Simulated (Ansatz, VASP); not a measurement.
## C: VASP beside Ansatz

POSCAR

```
C
1.0
    2.4652982881      0.0000000000      0.0000000000
   -1.2326491440      2.1350109455      0.0000000000
    0.0000000000      0.0000000000     32.7405404028
C
4
Direct
    0.0000000000      0.0000000000      0.4480122795
    0.6666666667      0.3333333333      0.4479991274
    0.0000000000      0.0000000000      0.5519877205
    0.3333333333      0.6666666667      0.5520008726
```

INCAR.step1

```
PREC     = Accurate       # precision mode
ENCUT    = 520            # plane-wave cutoff, eV
EDIFF    = 1E-5           # SCF threshold, eV
ISMEAR   = 0              # smearing method
SIGMA    = 0.1            # smearing width, eV
LREAL    = False          # projectors in reciprocal space
LASPH    = True           # aspherical terms in the spheres
NELM     = 100            # most SCF steps
ALGO     = Normal         # electronic algorithm
ISIF     = 2              # what is computed and relaxed
LWAVE    = True           # write WAVECAR
LCHARG   = False          # write CHGCAR
LDIPOL   = True         
IDIPOL   = 3            
DIPOL    = 0.5 0.5 0.500
GGA      = PE             # functional
NBANDS   = 16             # bands
```

INCAR.step2

```
PREC     = Accurate       # precision mode
ENCUT    = 520            # plane-wave cutoff, eV
EDIFF    = 1E-7           # SCF threshold, eV
ISMEAR   = 0              # smearing method
SIGMA    = 0.1            # smearing width, eV
LREAL    = False          # projectors in reciprocal space
LASPH    = True           # aspherical terms in the spheres
NELM     = 100            # most SCF steps
ALGO     = Normal         # electronic algorithm
ISIF     = 2              # what is computed and relaxed
LWAVE    = False          # write WAVECAR
LCHARG   = False          # write CHGCAR
LDIPOL   = True         
IDIPOL   = 3            
DIPOL    = 0.5 0.5 0.500
GGA      = PE             # functional
LHFCALC  = True           # exact exchange
HFSCREEN = 0.2079         # screening, 1/A
PRECFOCK = Normal       
ISTART   = 1            
NBANDS   = 16             # bands
```

File KPOINTS:

```
regular mesh
0
Gamma
  9 9 1
```

Input for Ansatz:

```yaml
crystal:
  lattice:
    - [2.4652982881, 0.0, 0.0]
    - [-1.232649144, 2.1350109455, 0.0]
    - [0.0, 0.0, 32.7405404028]
  atoms:
    - { symbol: C, position: [0.0, 0.0, 0.4480122795] }
    - { symbol: C, position: [0.6666666667, 0.3333333333, 0.4479991274] }
    - { symbol: C, position: [0.0, 0.0, 0.5519877205] }
    - { symbol: C, position: [0.3333333333, 0.6666666667, 0.5520008726] }
  periodic: [true, true, false]
basis:
  ecutwfc: 420
kpoints:
  mp_grid: { grid: [9, 9, 1] }
  band_path:
    path: [[0.0, 0.0, 0.0], [0.5, 0.0, 0.0], [0.3333333333, 0.3333333333, 0.0]]
    npoints: 1
hamiltonian:
  xc: hse06
scf:
  occupations: { method: gaussian, width: 0.1 }
  n_extra_bands: 6
output:
  eigenvalues: true
  write_density: true
  write_potential: true
  elf: true
  volumetric_format: npy
```

Alike in both runs: task single point; functional HSE06; k mesh 9 × 9 × 1; occupations gaussian, width 0.1 eV; no spin polarisation.

|  | VASP | Ansatz |
| --- | --- | --- |
| version | VASP 6.6.1 | Ansatz 0.2.0 |
| potentials or method | VASP PAW PBE potentials, release 64 (C) | scalar-relativistic, plane waves, PAW |
| plane-wave cutoff (eV) | 520 | 420 |
| valence electrons in the cell | 16 | 16 |

|  | VASP | Ansatz | Ansatz less VASP |
| --- | --- | --- | --- |
| gap on the k mesh at the Fermi level (eV) | none | none | - |
| work function, face that differs most (eV) | 4.34 | 4.36 | +0.023 |

A gap of «none» marks a metal or a gap that the smearing closes. Ansatz warned: «filled_band_counts_differ_across_k_points».
